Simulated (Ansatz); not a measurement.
Computed with Ansatz on PBE0-D4/def2-TZVP structures; ΔE is electronic, products minus reactants. CCSD(T)/CBS is the MP2 limit (def2-TZVPP, def2-QZVPP) plus CCSD(T) − MP2 in def2-TZVPP, frozen cores. Functionals use def2-TZVPP. B3LYP here is the variant with VWN-RPA as its local correlation; programs differ in this. For Ge, Se outer-core shells are correlated without core-valence functions, which leaves a few kJ/mol of doubt a bond. Scalar relativity is left out up to krypton. One conformer a species, not always the lowest.

Consider the substitution at a C–C bond: `CCCCCO` + `[OH][GeH2][SeH]` → `C[O][GeH2][SeH]` + `CCCCO`.

```json
{"level": "r2SCAN-D4", "ΔE (kJ/mol)": "49.0", "difference from CCSD(T)/CBS": "-3.1"}
{"level": "PBE0-D4", "ΔE (kJ/mol)": "50.5", "difference from CCSD(T)/CBS": "-1.6"}
{"level": "B3LYP-D4", "ΔE (kJ/mol)": "44.4", "difference from CCSD(T)/CBS": "-7.7"}
{"level": "ωB97X-V", "ΔE (kJ/mol)": "47.8", "difference from CCSD(T)/CBS": "-4.3"}
{"level": "ωB97M-V", "ΔE (kJ/mol)": "50.6", "difference from CCSD(T)/CBS": "-1.5"}
{"level": "B2PLYP", "ΔE (kJ/mol)": "46.8", "difference from CCSD(T)/CBS": "-5.3"}
{"level": "r2SCAN", "ΔE (kJ/mol)": "48.6", "difference from CCSD(T)/CBS": "-3.5"}
{"level": "B3LYP", "ΔE (kJ/mol)": "43.2", "difference from CCSD(T)/CBS": "-8.9"}
{"level": "HF/def2-TZVPP", "ΔE (kJ/mol)": "41.0", "difference from CCSD(T)/CBS": "-11.1"}
{"level": "SCS-MP2/def2-TZVPP", "ΔE (kJ/mol)": "50.1", "difference from CCSD(T)/CBS": "-2.0"}
{"level": "CCSD(T)/def2-TZVPP", "ΔE (kJ/mol)": "50.4", "difference from CCSD(T)/CBS": "-1.7"}
{"level": "HF/def2-QZVPP", "ΔE (kJ/mol)": "40.8", "difference from CCSD(T)/CBS": "-11.3"}
{"level": "MP2/def2-QZVPP", "ΔE (kJ/mol)": "55.8", "difference from CCSD(T)/CBS": "3.7"}
{"level": "SCS-MP2/def2-QZVPP", "ΔE (kJ/mol)": "51.2", "difference from CCSD(T)/CBS": "-0.9"}
{"level": "HF/CBS(def2)", "ΔE (kJ/mol)": "40.8", "difference from CCSD(T)/CBS": "-11.3"}
{"level": "CCSD/CBS(def2)", "ΔE (kJ/mol)": "51.8", "difference from CCSD(T)/CBS": "-0.3"}
{"level": "CCSD(T)/CBS", "ΔE (kJ/mol)": "52.1", "difference from CCSD(T)/CBS": "0"}
```

Largest T1 diagnostic among the species: 0.011.

In def2-TZVPP, CCSD(T) changes the Hartree–Fock value by +9.4 kJ/mol (the triples alone add +0.3 kJ/mol) and MP2 by +13.9 kJ/mol.

CCSD(T)/CBS has its own doubt, a few kJ/mol and more with outer-core shells, so smaller differences from it don't rank the levels.
